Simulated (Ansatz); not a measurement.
# Ni (Im-3m) in Ansatz: notebook

One crystal, Ni, is run at these levels: PBEsol; tasks: single point, equation of state.

Everything below comes from runs of Ansatz 0.2.0. Logs are shortened: lines on timing, memory, paths and dates and some standing lists are left out, and cuts for length are marked.

## Step 1: Starting point

Symmetry: Im-3m, No. 229, cubic system. The conventional cell has a = 2.767 Å, b = 2.767 Å, c = 2.767 Å, α = 90.00°, β = 90.00°, γ = 90.00°. Ni (site symmetry m-3m) is surrounded by 8 Ni at 2.40 Å.

This isn't the form of Ni at room conditions, which is fcc.

## Step 2: Single point, PBEsol, collinear spin, ferromagnetic start, 9.96 Å³/atom (volume scaled by 0.94)

Contents of input.yaml:

```yaml
crystal:
  lattice:
    - [-1.3554684528, 1.3554684528, 1.3554684528]
    - [1.3554684528, -1.3554684528, 1.3554684528]
    - [1.3554684528, 1.3554684528, -1.3554684528]
  atoms:
    - { symbol: Ni, position: [0.0, 0.0, 0.0], spin: 1.0 }
hamiltonian:
  xc: pbesol
  pseudopotentials: { kind: paw }
magnetization:
  spin_polarized: true
kpoints:
  mp_grid: { grid: [13, 13, 13] }
scf:
  occupations: { method: fermi_dirac, width: 0.05 }
output:
  forces: true
  stress: true
  eigenvalues: true
```

Potentials or basis: Ansatz PAW.

Started as:

```bash
> ansatz run input.yaml --threads 2 --pin off --max-ram 5632MiB --backend cpu --events-out ev --progress --plain --runs-dir out
```

Standard output:

```text
Warning: RAYON_NUM_THREADS=2 ignored (pool sized by the plan → 2); use --threads N
Engine: ansatz 0.2.0, x86_64-unknown-linux-gnu
Pseudopotentials: kind: paw
Pseudopotential: Ni, paw, valence charge 18, recommended cutoff 420 eV (normal), Ni.paw.azcp
Functional definition: PBEsol
  exchange = pbesol_x
  correlation = pbesol_c
Crystal: 1 atoms, lattice volume = 9.962 Å³
Basis set: ecut = 420 eV, 201 PW (Γ), exchange–correlation on 32×32×32 points (8 copies of the dense FFT grid, shifted against one another)
Bands: 14, of which v1, the nominal top of the filled ones, is band 9 counted from 1 (8 counted from 0)
Symmetry: 48 space group operations
Space group: Im-3m (ITA 229), of the structure as read, at distance tolerance 2.2e-5 Å
Magnetic group: BNS 229.140 (UNI 1642), of the structure as read, at distance tolerance 2.2e-5 Å
k-points: 84 of 2197
Non-local potential: Ni, projectors of the file, l = 0: 3, l = 1: 2, l = 2: 3, l = 3: 1
PAW form: soft (Blöchl's): semilocal exchange-correlation on the pseudo side does not see the compensation charge
PAW frozen core: Ni, regenerated for the run's functional, and the local potential with it (the file was generated under x = pbe(κ = 0.804, μ = 0.2195149727645171), c = pbe(β = 0.06672455060314922))
PAW one-centre angular grid: Ni, 590 points (default); XC on 64 Gauss nodes
Initial density: superposition of atomic densities (chi_scale 0.1, normalization cell)
Starting moments: Σ|m| = 1 μB on 1 of 1 site
Initial wavefunctions: pseudopotential atomic-orbital guess
Functional: x = pbesol(κ = 0.804, μ = 0.12345679012345678), c = pbesol(β = 0.046)
SCF iter   1: F=—  HF=-5804.052891 eV  |F-HF|=—  |Δ(HF+E_count)|=         —  Δρ=9.70e-2 (↑9.70e-2 ↓4.76e-2)  dr2=1.16e0  dr2_m=8.33e-2  M=0.690 μB ∫|m|=0.717 μB  β_m=0.30  ethr=3.10e-3  ⟨swp⟩=5.6  Hψ=12250  notcnv=0
Mixer restart at iter 1: flushing history
preconditioner: auto → none  [metal: Δε(μ)=0.021 eV  Ē_g=16.974 eV  σ=0.050 eV  W_gap=0.11  n_scr=0 (ndim 8)  ℏωp=37.2 eV  f_vac=0.000  D(μ)=2.55/eV (n_scr^D=54)]
SCF iter   2: F=—  HF=-5803.796910 eV  |F-HF|=—  |Δ(HF+E_count)|=   2.56e-1  Δρ=6.75e-2 (↑2.64e-2 ↓6.75e-2)  dr2=3.63e-1  dr2_m=6.01e-2  M=0.649 μB ∫|m|=0.684 μB  β_m=0.25  ethr=3.10e-3  ⟨swp⟩=3.2  Hψ=5596  notcnv=0  defer=70
SCF iter   3: F=—  HF=-5804.025907 eV  |F-HF|=—  |Δ(HF+E_count)|=   2.29e-1  Δρ=3.51e-2 (↑1.46e-2 ↓3.51e-2)  dr2=2.55e-2  dr2_m=4.94e-2  M=0.642 μB ∫|m|=0.678 μB  β_m=0.30  ethr=2.01e-3  ⟨swp⟩=2.7  Hψ=4047  notcnv=0  defer=70
SCF iter   4: F=—  HF=-5804.546515 eV  |F-HF|=—  |Δ(HF+E_count)|=   5.21e-1  Δρ=2.15e-2 (↑8.43e-3 ↓2.15e-2)  dr2=1.07e-2  dr2_m=1.80e-2  M=0.616 μB ∫|m|=0.657 μB  β_m=0.58  ethr=1.42e-4  ⟨swp⟩=3.1  Hψ=4825  notcnv=0  defer=78
SCF iter   5: F=—  HF=-5804.853152 eV  |F-HF|=—  |Δ(HF+E_count)|=   3.07e-1  Δρ=7.87e-3 (↑5.22e-3 ↓7.87e-3)  dr2=5.29e-4  dr2_m=3.89e-3  M=0.543 μB ∫|m|=0.591 μB  β_m=0.60  ethr=5.94e-5  ⟨swp⟩=2.7  Hψ=5795  notcnv=0  defer=80
SCF iter   6: F=—  HF=-5804.847696 eV  |F-HF|=—  |Δ(HF+E_count)|=   5.46e-3  Δρ=8.39e-3 (↑8.39e-3 ↓1.61e-3)  dr2=2.71e-3  dr2_m=2.13e-3  M=0.514 μB ∫|m|=0.562 μB  β_m=0.60  ethr=2.94e-6  ⟨swp⟩=2.1  Hψ=4927  notcnv=0  defer=86
SCF iter   7: F=—  HF=-5804.852910 eV  |F-HF|=—  |Δ(HF+E_count)|=   5.21e-3  Δρ=3.43e-3 (↑1.67e-3 ↓3.43e-3)  dr2=1.33e-3  dr2_m=1.28e-4  M=0.498 μB ∫|m|=0.542 μB  β_m=0.66  ethr=2.94e-6  ⟨swp⟩=2.3  Hψ=3898  notcnv=0  defer=83
SCF iter   8: F=—  HF=-5804.853598 eV  |F-HF|=—  |Δ(HF+E_count)|=   6.88e-4  Δρ=1.17e-3 (↑1.17e-3 ↓8.55e-4)  dr2=6.13e-6  dr2_m=9.33e-5  M=0.515 μB ∫|m|=0.558 μB  β_m=0.83  ethr=2.94e-6  ⟨swp⟩=2.3  Hψ=4105  notcnv=0  defer=81
SCF iter   9: F=—  HF=-5804.853598 eV  |F-HF|=—  |Δ(HF+E_count)|=   5.21e-7  Δρ=5.60e-4 (↑1.07e-4 ↓5.60e-4)  dr2=2.27e-5  dr2_m=5.78e-6  M=0.521 μB ∫|m|=0.564 μB  β_m=0.86  ethr=3.40e-8  ⟨swp⟩=2.2  Hψ=3773  notcnv=0  defer=79
SCF iter  10: F=—  HF=-5804.853604 eV  |F-HF|=—  |Δ(HF+E_count)|=   5.80e-6  Δρ=8.55e-5 (↑8.55e-5 ↓4.78e-5)  dr2=9.32e-8  dr2_m=4.01e-7  M=0.518 μB ∫|m|=0.562 μB  β_m=0.93  ethr=3.40e-8  ⟨swp⟩=2.2  Hψ=3533  notcnv=0  defer=80
SCF iter  11: F=—  HF=-5804.853604 eV  |F-HF|=—  |Δ(HF+E_count)|=   2.17e-8  Δρ=3.17e-5 (↑3.17e-5 ↓6.15e-6)  dr2=4.31e-8  dr2_m=3.03e-8  M=0.518 μB ∫|m|=0.562 μB  β_m=0.95  ethr=5.18e-10  ⟨swp⟩=1.8  Hψ=2879  notcnv=0  defer=80
SCF iter  12: F=—  HF=-5804.853604 eV  |F-HF|=—  |Δ(HF+E_count)|=   4.16e-9  Δρ=1.37e-5 (↑1.37e-5 ↓8.76e-6)  dr2=1.51e-9  dr2_m=1.14e-8  M=0.518 μB ∫|m|=0.562 μB  β_m=0.98  ethr=2.39e-10  ⟨swp⟩=1.6  Hψ=2614  notcnv=0  defer=80
SCF iter  13: F=-5804.853604 eV  HF=-5804.853604 eV  |F-HF|=1.24e-10  |Δ(HF+E_count)|=  8.02e-10  Δρ=1.35e-6 (↑3.54e-7 ↓1.35e-6)  dr2=1.65e-10  dr2_m=2.55e-11  M=0.518 μB ∫|m|=0.562 μB  ethr=8.41e-12  ⟨swp⟩=3.6  Hψ=7815  notcnv=0
SCF 1 converged in 13 iterations: F = -5804.853604 eV  dr2 = 1.65e-10
SCF converged after 13 iterations
Magnetization: 0.5182 μB (9.2591 up, 8.7409 down)
Absolute magnetization: 0.5623 μB (∫|ρ↑−ρ↓|, with the PAW one-centre terms)
Spin contamination: 0.0034 ħ² per cell (⟨S²⟩ above its minimum at these occupations)
Per-site moments (μB) at R_I (Å): [(0.5387152802479857, 0.9684428441763804)]
Free energy (F): -5804.853604 eV
Harris-Foulkes:  -5804.853604 eV  (|F-HF|=1.24e-10)
Internal energy: -5804.838323 eV  (E = F + TS)
E sigma→0 (E₀):  -5804.845964 eV
Entropy (-TS):   -0.015281 eV (-15.281 meV/atom)
Fermi energy:    19.912602 eV
--- Per-component energies (eV) ---
  E_band       = -250.875363
  E_kinetic    = 284.415772
  E_local      = -3290.317501  (includes V_loc(G=0)·N_el)
  E_nonlocal   = 636.413525
  E_hartree    = 1375.742976
  E_xc         = -85.294144
  E_vxc        = -110.414681  (∫ρ·V_xc dr)
  E_paw        = -1594.461353  (= ΣΔE_a)
  E_vpaw       = -522.459865  (= ΣTr[D̂ρ^β])
  E_aug_tail   = 0.000473  (compensation charges beyond the density's cutoff)
  E_ewald      = -3131.535361
  E_core_change = 0.197289  (= ΣΔE_core)
  E_smearing   = -0.015281  (= −TS)
  E_closure    = 0.000000  (closes the sum)
  Σ components = -5804.853604   (vs F -5804.853604, Δ=0.00e0)
--- Forces (eV/Å), atoms counted from 1 ---
  atom   1  Ni     0.00000000    -0.00000000    -0.00000000
  max |Σ_I F_I| component: 1.07e-31 eV/Å
--- Stress (GPa, compression-positive) ---
       12.428876       0.000000      -0.000000
        0.000000      12.428876       0.000000
        0.000000       0.000000      12.428876
  P = ⅓ Tr σ = 12.4289 GPa (124.289 kbar)
--- Band table (eV; the first three rows and the last of 168) ---
  k-point 0 ↑: bands = ["-83.2752", "-43.6290", "-43.6290", "-43.6290", "10.2878", "17.4202", "17.4202", "17.4202", "19.0179", "19.0179", "47.0118", "47.0118", "47.0118", "52.3174"]
  k-point 1 ↑: bands = ["-83.2720", "-43.6472", "-43.6352", "-43.6289", "10.5492", "17.3554", "17.4142", "17.5478", "18.9529", "19.0232", "45.1942", "46.5621", "46.7340", "51.3532"]
  k-point 2 ↑: bands = ["-83.2633", "-43.6975", "-43.6523", "-43.6287", "11.3074", "17.1785", "17.3736", "17.9118", "18.8238", "19.0411", "41.5371", "45.0836", "46.1505", "48.5225"]
  k-point 83 ↓: bands = ["-82.5144", "-43.2129", "-43.2099", "-43.2099", "15.5456", "15.5573", "20.3373", "20.3373", "20.4102", "29.2842", "30.4677", "30.4677", "36.5670", "37.2136"]
```

Wall time 6.6 s (2 threads of Intel Xeon at 2.50GHz (Skylake/Cascade Lake), shared host); peak memory 0.31 GiB.

Results:

* Free energy: -5804.8536 eV
* Pressure: 12.4 GPa
* Band gap on the k mesh: none (metal or under the smearing width)
* Net moment: 0.52 μB per cell
* Absolute moment: 0.56 μB per cell
* Site moments: Ni +0.54 μB

Caveat: the PAW data sets come from PBE, with cores solved anew for the run's functional, which leaves a small shift of forces and pressure.

## Step 3: Single point, PBEsol, collinear spin, ferromagnetic start, 10.17 Å³/atom (volume scaled by 0.96)

input.yaml: that of step 2 with these lines changed.

```diff
@@ -2,5 +2,5 @@
   lattice:
-    - [-1.3554684528, 1.3554684528, 1.3554684528]
-    - [1.3554684528, -1.3554684528, 1.3554684528]
-    - [1.3554684528, 1.3554684528, -1.3554684528]
+    - [-1.3650143198, 1.3650143198, 1.3650143198]
+    - [1.3650143198, -1.3650143198, 1.3650143198]
+    - [1.3650143198, 1.3650143198, -1.3650143198]
   atoms:
```

Potentials or basis: Ansatz PAW.

Started as:

```bash
> ansatz run input.yaml --threads 2 --pin off --max-ram 5632MiB --backend cpu --events-out ev --progress --plain --runs-dir out
```

It took 6.2 s on 2 threads of Intel Xeon at 2.50GHz (Skylake/Cascade Lake), shared host; peak memory 0.32 GiB.

It converged, with:

```
Free energy            : -5804.8664 eV
Pressure               : 7.0 GPa
Band gap on the k mesh : none (metal or under the smearing width)
Net moment             : 0.56 μB per cell
Absolute moment        : 0.60 μB per cell
Site moments           : Ni +0.58 μB
```

Caveat: the PAW data sets come from PBE, with cores solved anew for the run's functional, which leaves a small shift of forces and pressure.

## Step 4: Single point, PBEsol, collinear spin, ferromagnetic start, 10.39 Å³/atom (volume scaled by 0.98)

input.yaml: that of step 3 with these lines changed.

```diff
@@ -2,5 +2,5 @@
   lattice:
-    - [-1.3650143198, 1.3650143198, 1.3650143198]
-    - [1.3650143198, -1.3650143198, 1.3650143198]
-    - [1.3650143198, 1.3650143198, -1.3650143198]
+    - [-1.3744285092, 1.3744285092, 1.3744285092]
+    - [1.3744285092, -1.3744285092, 1.3744285092]
+    - [1.3744285092, 1.3744285092, -1.3744285092]
   atoms:
```

Started as:

```bash
> ansatz run input.yaml --threads 2 --pin off --max-ram 5632MiB --backend cpu --events-out ev --progress --plain --runs-dir out
```

Wall time 4.8 s (2 threads of Intel Xeon at 2.50GHz (Skylake/Cascade Lake), shared host); peak memory 0.32 GiB.

It converged, with:

```
Free energy            : -5804.8722 eV
Pressure               : 2.0 GPa
Band gap on the k mesh : none (metal or under the smearing width)
Net moment             : 0.58 μB per cell
Absolute moment        : 0.63 μB per cell
Site moments           : Ni +0.60 μB
```

Caveat: the PAW data sets come from PBE, with cores solved anew for the run's functional, which leaves a small shift of forces and pressure.

## Step 5: Single point, PBEsol, collinear spin, ferromagnetic start, 10.60 Å³/atom

input.yaml: that of step 4 with these lines changed.

```diff
@@ -2,5 +2,5 @@
   lattice:
-    - [-1.3744285092, 1.3744285092, 1.3744285092]
-    - [1.3744285092, -1.3744285092, 1.3744285092]
-    - [1.3744285092, 1.3744285092, -1.3744285092]
+    - [-1.38371547, 1.38371547, 1.38371547]
+    - [1.38371547, -1.38371547, 1.38371547]
+    - [1.38371547, 1.38371547, -1.38371547]
   atoms:
```

Started as:

```bash
> ansatz run input.yaml --threads 2 --pin off --max-ram 5632MiB --backend cpu --events-out ev --progress --plain --runs-dir out
```

Wall time 4.7 s (2 threads of Intel Xeon at 2.50GHz (Skylake/Cascade Lake), shared host); peak memory 0.31 GiB.

It converged, with:

```yaml
Free_energy: -5804.8719 eV
Pressure: -2.4 GPa
Band_gap_on_the_k_mesh: none (metal or under the smearing width)
Net_moment: 0.59 μB per cell
Absolute_moment: 0.65 μB per cell
Site_moments: Ni +0.62 μB
```

Caveat: the PAW data sets come from PBE, with cores solved anew for the run's functional, which leaves a small shift of forces and pressure.

## Step 6: Single point, PBEsol, collinear spin, ferromagnetic start, 10.81 Å³/atom (volume scaled by 1.02)

input.yaml: that of step 5 with these lines changed.

```diff
@@ -2,5 +2,5 @@
   lattice:
-    - [-1.38371547, 1.38371547, 1.38371547]
-    - [1.38371547, -1.38371547, 1.38371547]
-    - [1.38371547, 1.38371547, -1.38371547]
+    - [-1.3928794157, 1.3928794157, 1.3928794157]
+    - [1.3928794157, -1.3928794157, 1.3928794157]
+    - [1.3928794157, 1.3928794157, -1.3928794157]
   atoms:
```

Potentials or basis: Ansatz PAW.

Started as:

```bash
> ansatz run input.yaml --threads 2 --pin off --max-ram 5632MiB --backend cpu --events-out ev --progress --plain --runs-dir out
```

Run time: 6.2 s. Hardware: 2 threads of Intel Xeon at 2.50GHz (Skylake/Cascade Lake), shared host; peak memory 0.32 GiB.

The run converged. Its results:

* Free energy: -5804.8660 eV
* Pressure: -6.4 GPa
* Band gap on the k mesh: none (metal or under the smearing width)
* Net moment: 0.60 μB per cell
* Absolute moment: 0.66 μB per cell
* Site moments: Ni +0.63 μB

Caveat: the PAW data sets come from PBE, with cores solved anew for the run's functional, which leaves a small shift of forces and pressure.

## Step 7: Single point, PBEsol, collinear spin, ferromagnetic start, 11.02 Å³/atom (volume scaled by 1.04)

input.yaml: that of step 6 with these lines changed.

```diff
@@ -2,5 +2,5 @@
   lattice:
-    - [-1.3928794157, 1.3928794157, 1.3928794157]
-    - [1.3928794157, -1.3928794157, 1.3928794157]
-    - [1.3928794157, 1.3928794157, -1.3928794157]
+    - [-1.4019243406, 1.4019243406, 1.4019243406]
+    - [1.4019243406, -1.4019243406, 1.4019243406]
+    - [1.4019243406, 1.4019243406, -1.4019243406]
   atoms:
```

Started as:

```bash
> ansatz run input.yaml --threads 2 --pin off --max-ram 5632MiB --backend cpu --events-out ev --progress --plain --runs-dir out
```

It took 5.9 s on 2 threads of Intel Xeon at 2.50GHz (Skylake/Cascade Lake), shared host; peak memory 0.32 GiB.

The run converged. Its results:

```yaml
Free_energy: -5804.8552 eV
Pressure: -9.9 GPa
Band_gap_on_the_k_mesh: none (metal or under the smearing width)
Net_moment: 0.61 μB per cell
Absolute_moment: 0.67 μB per cell
Site_moments: Ni +0.64 μB
```

Caveat: the PAW data sets come from PBE, with cores solved anew for the run's functional, which leaves a small shift of forces and pressure.

## Step 8: Single point, PBEsol, collinear spin, ferromagnetic start, 11.23 Å³/atom (volume scaled by 1.06)

input.yaml: that of step 7 with these lines changed.

```diff
@@ -2,5 +2,5 @@
   lattice:
-    - [-1.4019243406, 1.4019243406, 1.4019243406]
-    - [1.4019243406, -1.4019243406, 1.4019243406]
-    - [1.4019243406, 1.4019243406, -1.4019243406]
+    - [-1.4108540358, 1.4108540358, 1.4108540358]
+    - [1.4108540358, -1.4108540358, 1.4108540358]
+    - [1.4108540358, 1.4108540358, -1.4108540358]
   atoms:
```

Started as:

```bash
> ansatz run input.yaml --threads 2 --pin off --max-ram 5632MiB --backend cpu --events-out ev --progress --plain --runs-dir out
```

Run time: 5.4 s. Hardware: 2 threads of Intel Xeon at 2.50GHz (Skylake/Cascade Lake), shared host; peak memory 0.32 GiB.

The run converged. Its results:

```
Free energy            : -5804.8399 eV
Pressure               : -13.0 GPa
Band gap on the k mesh : none (metal or under the smearing width)
Net moment             : 0.62 μB per cell
Absolute moment        : 0.68 μB per cell
Site moments           : Ni +0.65 μB
```

Caveat: the PAW data sets come from PBE, with cores solved anew for the run's functional, which leaves a small shift of forces and pressure.

## Step 9: Equation of state, PBEsol, collinear spin, ferromagnetic start

Potentials or basis: Ansatz PAW.

This step only gathers the single runs of the series.

Results:

```yaml
Equilibrium_volume: 10.48 Å³/atom
Bulk_modulus: 220 GPa
Pressure_derivative_of_the_bulk_modulus: 4.6
```

Energy against volume, from the lowest point:
```csv
volume (Å³/atom),energy (meV/atom)
9.962,18.63
10.174,5.86
10.385,0.00
10.597,0.34
10.809,6.23
11.021,17.07
11.233,32.29
```
